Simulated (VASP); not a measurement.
# A VASP 6.6.1 single-point calculation on LiF

INCAR

```
NSW = 0
ISPIN = 2
LASPH = .TRUE.
MAGMOM = 2 2
NELM = 120
PREC = Accurate
IBRION = -1
NBANDS = 12
LCHARG = .FALSE.
ISIF = 2
LWAVE = .FALSE.
ENCUT = 520
EDIFF = 1E-7
ISMEAR = -4
METAGGA = R2SCAN
ALGO = Normal
SIGMA = 0.05
LREAL = .FALSE.
```

KPOINTS

```
KPOINTS created by Atomic Simulation Environment
0
Gamma
5 5 5
0 0 0
```

POSCAR

```
Li F
 1.0000000000000000
     0.0739833607000000    1.9890602287000001    1.9890602287000001
     1.9890602287000001    0.0739833607000000    1.9890602287000001
     1.9890602287000001    1.9890602287000001    0.0739833607000000
 Li  F
   1   1
Cartesian
  0.0000000000000000  0.0000000000000000  0.0000000000000000
  2.0260519090500000  2.0260519090500000  2.0260519090499995
```

The recommended PBE PAW datasets give the neutral cell 10 valence electrons.

Command

```
mpirun -np 1 vasp_std
```

OSZICAR

```
N       E                     dE             d eps       ncg     rms          rms(c)
DAV:   1     0.340669525081E+02    0.34067E+02   -0.55004E+03   936   0.866E+02
DAV:   2    -0.652457070399E+01   -0.40592E+02   -0.39716E+02  1120   0.195E+02
DAV:   3    -0.748048648449E+01   -0.95592E+00   -0.95383E+00  1244   0.269E+01
DAV:   4    -0.748804293619E+01   -0.75565E-02   -0.75561E-02  1052   0.246E+00
DAV:   5    -0.748814079086E+01   -0.97855E-04   -0.97854E-04  1216   0.204E-01    0.240E+01
DAV:   6    -0.106122549233E+02   -0.31241E+01   -0.39832E+00  1176   0.141E+01    0.103E+01
DAV:   7    -0.118262431223E+02   -0.12140E+01   -0.63365E-01  1128   0.655E+00    0.153E+00
DAV:   8    -0.118567360646E+02   -0.30493E-01   -0.89385E-02   980   0.305E+00    0.701E-01
DAV:   9    -0.118470235072E+02    0.97126E-02   -0.15230E-02  1220   0.130E+00    0.474E-01
DAV:  10    -0.118696993959E+02   -0.22676E-01   -0.41302E-03  1112   0.704E-01    0.754E-02
DAV:  11    -0.118699162252E+02   -0.21683E-03   -0.44490E-04  1108   0.189E-01    0.237E-02
DAV:  12    -0.118699339242E+02   -0.17699E-04   -0.21419E-05  1236   0.432E-02    0.136E-02
DAV:  13    -0.118699464888E+02   -0.12565E-04   -0.91790E-06  1008   0.311E-02    0.364E-03
DAV:  14    -0.118699470917E+02   -0.60287E-06   -0.51203E-07  1212   0.751E-03    0.107E-03
DAV:  15    -0.118699469354E+02    0.15627E-06   -0.39761E-08  1020   0.180E-03    0.390E-04
DAV:  16    -0.118699465890E+02    0.34637E-06   -0.49260E-08   880   0.200E-03    0.426E-04
DAV:  17    -0.118699465529E+02    0.36138E-07   -0.93516E-09   520   0.726E-04
   1 F= -.11869947E+02 E0= -.11869947E+02  d E =0.000000E+00  mag=    -0.0000
```

Standard output (part)

```
POSCAR found type information on POSCAR LiF
 POSCAR found :  2 types and       2 ions
 LDA part: xc-table for (None), standard interpolation
 POSCAR, INCAR and KPOINTS ok, starting setup
 WAVECAR not read
 entering main loop
```

It converged. Results: pressure 5.3 GPa; magnetic moment of the cell 0.00 μB.

For comparison, a separate r²SCAN run of the intended cell, on usual settings and not on those above, gives a gap of 11.09 eV on its mesh and a pressure of 5.3 GPa.

The run above took about 24 s on one core of a shared host (Intel Xeon Platinum 8488C) and held 0.15 GiB at most.
